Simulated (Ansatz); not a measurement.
The system is CuI (Marshite).

```
I Cu
1.0
     0.00000    3.03150    3.03150
     3.03150    0.00000    3.03150
     3.03150    3.03150    0.00000
I Cu
1 1
Direct
  0.00000 0.00000 0.00000
  0.75000 0.75000 0.75000
```

| Property | Result |
| --- | --- |
| Program | Ansatz 0.2.0 |
| Task | relaxation of cell and atoms |
| Functional | revPBE |
| Dispersion | D4 |
| Potentials or basis | all-electron LAPW, scalar-relativistic |
| Basis error allowed | 0.001 eV/atom |
| k mesh | 8 × 8 × 8 |
| Occupations | fermi-dirac, width 0.05 eV |
| Spin | no spin polarisation |

At the start: volume 27.86 Å³/atom.

Where does the relaxation end?

Over 4 steps the energy falls by 10.4 meV/atom and the volume is 26.41 Å³/atom (-5.2 %); space group F-43m (No. 216, to 0.05 Å).

Step by step:
| step | energy change (eV) | largest force (eV/Å) | volume (Å³) |
| --- | --- | --- | --- |
| 1 | 0.0000 | 0.0000 | 55.72 |
| 2 | -0.0208 | 0.0000 | 52.91 |
| 3 | -0.0208 | 0.0000 | 52.81 |
| 4 | -0.0208 | 0.0000 | 52.81 |

Final structure:
```
CELL_PARAMETERS angstrom
0.00000 2.97788 2.97788
2.97788 0.00000 2.97788
2.97788 2.97788 0.00000
ATOMIC_POSITIONS crystal
I 0.00000 0.00000 0.00000
Cu 0.75000 0.75000 0.75000
```
